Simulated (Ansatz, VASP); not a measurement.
# BN in VASP and in Ansatz

The input INCAR:

```
  ALGO = Normal
  EDIFF = 1E-6
  ENCUT = 520
  GGA = PE
  ISIF = 2
  ISMEAR = 0
  LASPH = True
  LCHARG = True
  LELF = True
  LREAL = False
  LVHAR = True
  LWAVE = False
  NBANDS = 11
  NELM = 100
  PREC = Accurate
  SIGMA = 0.024
```

The input KPOINTS:

```
k-points
0
Gamma
  12 12 12
```

Contents of POSCAR:

```
BN
1.0
    1.2511217832      0.7223354983      3.3729344033
   -1.2511217832      0.7223354983      3.3729344033
    0.0000000000     -1.4446709966      3.3729344033
N B
1 1
Direct
    0.6672382000      0.6672382000      0.6672382000
    0.0003288000      0.0003288000      0.0003288000
```

Contents of input.yaml:

```yaml
crystal:
  lattice:
    - [1.2511217832, 0.7223354983, 3.3729344033]
    - [-1.2511217832, 0.7223354983, 3.3729344033]
    - [0.0, -1.4446709966, 3.3729344033]
  atoms:
    - { symbol: "N", position: [0.6672382, 0.6672382, 0.6672382] }
    - { symbol: B, position: [0.0003288, 0.0003288, 0.0003288] }
hamiltonian:
  xc: pbe
  pseudopotentials: { kind: paw }
kpoints:
  mp_grid: { grid: [12, 12, 12] }
scf:
  occupations: { method: gaussian, width: 0.024 }
output:
  forces: true
  stress: true
  eigenvalues: true
```

The cell is a database's computed one.

Alike in both runs: task single point; functional PBE; k mesh 12 × 12 × 12; occupations gaussian, width 0.024 eV; no spin polarisation.

```csv
,VASP,Ansatz
version,VASP 6.6.1,Ansatz 0.2.0
potentials or method,"VASP PAW PBE potentials, release 64 (N, B)",Ansatz PAW
plane-wave cutoff (eV),520,420
valence electrons in the cell,8,8
```

|  | VASP | Ansatz | Ansatz less VASP |
| --- | --- | --- | --- |
| gap on the k mesh at the Fermi level (eV) | 4.28 | 4.29 | +0.007 |
| least direct gap on the mesh (eV) | 4.70 | 4.70 | +0.003 |
| pressure (GPa) | 3.6 | 3.6 | -0.07 |
| largest component of the traceless stress (GPa) | 1.40 | 1.20 | -0.208 |

The functional is the same, so the differences come from potentials, cutoffs and numerics.

Caveats: the pressure holds a Pulay correction of +0.6 GPa for the finite cutoff (Ansatz). A k mesh can miss the band edges.
